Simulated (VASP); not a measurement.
Wanted: the native input for a VASP 6.6.1 run.

```
Task                   : single point
Functional             : PBE
Potentials or basis    : VASP PAW PBE potentials, release 64 (Zn, S)
Cutoff                 : 520 eV
k mesh                 : 6 × 6 × 6
Occupations            : fermi-dirac, width 0.02 eV
Spin                   : no spin polarisation
Dipole correction      : no
Further INCAR settings : ALGO = Fast; EDIFF = 1e-07; NBANDS = 16
```

The structure of ZnS lies in POSCAR:

```
ZnS
1.0
    3.1792338440      0.0000000000      0.0000000000
    0.0000000000      3.1792338440      0.0000000000
    0.0000000000      0.0000000000      3.1792338440
Zn S
1 1
Direct
    0.0000000000      0.0000000000      0.0000000000
    0.5000000000      0.5000000000      0.5000000000
```

The cell was built by a generator and needn't be a form met in nature.

The input as run:

INCAR

```
SYSTEM = ZnS
ALGO = Fast
EDIFF = 1E-7
ENCUT = 520
GGA = PE
ISIF = 2
ISMEAR = -1
LASPH = .TRUE.
LCHARG = .FALSE.
LREAL = .FALSE.
LWAVE = .FALSE.
NBANDS = 16
NELM = 100
PREC = Accurate
SIGMA = 0.02
```

KPOINTS

```
k-points
0
G
  6 6 6
  0 0 0
```

Potentials or basis: VASP PAW PBE potentials, release 64 (Zn, S).

The run is started by

```bash
$ cat potpaw_PBE.64/Zn/POTCAR potpaw_PBE.64/S/POTCAR > POTCAR
$ mpirun -np 1 vasp_std > vasp.out
```

It gave:

```
Pressure               : 1.1 GPa
Band gap on the k mesh : none (metal or under the smearing width)
```

It took 7.1 s on 1 thread of Intel(R) Xeon(R) Platinum 8559C (Emerald Rapids), with other jobs on the host, peak memory 0.13 GiB.
